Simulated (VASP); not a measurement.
GaN (zincblende): one HSE06 single-point calculation in two programs

```cif
data_structure
_symmetry_space_group_name_H-M 'P 1'
_symmetry_Int_Tables_number 1
_cell_length_a 3.1805
_cell_length_b 3.1805
_cell_length_c 3.1805
_cell_angle_alpha 60.000
_cell_angle_beta 60.000
_cell_angle_gamma 60.000
_cell_volume 22.75
loop_
_atom_site_label
_atom_site_type_symbol
_atom_site_fract_x
_atom_site_fract_y
_atom_site_fract_z
_atom_site_occupancy
Ga1 Ga 0.00000 0.00000 0.00000 1
N1 N 0.25000 0.25000 0.25000 1
```

The two codes use different PAW datasets and cutoffs. VASP's cell holds 18 valence electrons and Ansatz's 18. Ansatz's stress includes a Pulay correction; VASP's doesn't.

Cutoffs: 520 eV in VASP, 420 eV in Ansatz. k meshes: 6×6×6 and 6×6×6.

```json
{"": "gap between bands v and c", "VASP": "3.02 eV", "Ansatz": "3.01 eV"}
{"": "least direct gap", "VASP": "3.02 eV", "Ansatz": "3.01 eV"}
{"": "pressure", "VASP": "-0.1 GPa", "Ansatz": "0.0 GPa"}
```

Band v is the last that the valence electrons fill when counted band by band, and c is the next. Levels in eV from the top of v, Ansatz:

```json
{"point": "Γ", "v−1": "0.00", "v": "0.00", "c": "3.01", "c+1": "11.96"}
{"point": "X", "v−1": "-2.92", "v": "-2.92", "c": "4.45", "c+1": "8.19"}
{"point": "W", "v−1": "-4.04", "v": "-3.88", "c": "7.53", "c+1": "10.36"}
{"point": "K", "v−1": "-4.61", "v": "-2.35", "c": "6.23", "c+1": "9.64"}
{"point": "L", "v−1": "-1.05", "v": "-1.05", "c": "6.12", "c+1": "10.44"}
```

VASP:

```
point    v−1      v     c    c+1
    Γ   0.00   0.00  3.02  11.96
    X  -2.93  -2.93  4.45   8.19
    W  -4.04  -3.89  7.53  10.36
    K  -4.61  -2.35  6.23   9.65
    L  -1.05  -1.05  6.13  10.45
```
